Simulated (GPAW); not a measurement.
BaZrO3:

```xyz
5
Lattice="4.1913 0.0000 0.0000 0.0000 4.1913 0.0000 0.0000 0.0000 4.1913" Properties=species:S:1:pos:R:3 pbc="T T T"
Ba    0.0000    0.0000    0.0000
Zr    2.0957    2.0957    2.0957
O     2.0957    2.0957    0.0000
O     2.0957    0.0000    2.0957
O     0.0000    2.0957    2.0957
```

Program: GPAW 26.7.0. Alike in all runs: task band structure; no spin polarisation; cell as given; k mesh 6 × 6 × 6; cutoff (eV) 800; smearing fermi-dirac 0.05 eV.

Q: Order these runs on this cell by their pressure, lowest first.
A. level r2SCAN; potentials or basis GPAW PAW data sets (gpaw-data 1.2.1), pw
B. level PBE; potentials or basis GPAW PAW data sets (gpaw-data 1.2.1), pw
C. level LDA; potentials or basis the program's PAW data sets (release 1.2.1) made for this functional, pw
D. level PBEsol; potentials or basis PAW data sets generated in the run's folder for this functional, pw

A: C (-5.9 GPa), D (-1.5 GPa), A (1.4 GPa), B (3.7 GPa).

Caveats: the PAW data sets were made with another functional, which shifts forces and pressure a little (some runs).

Not every run made on this cell is shown here.
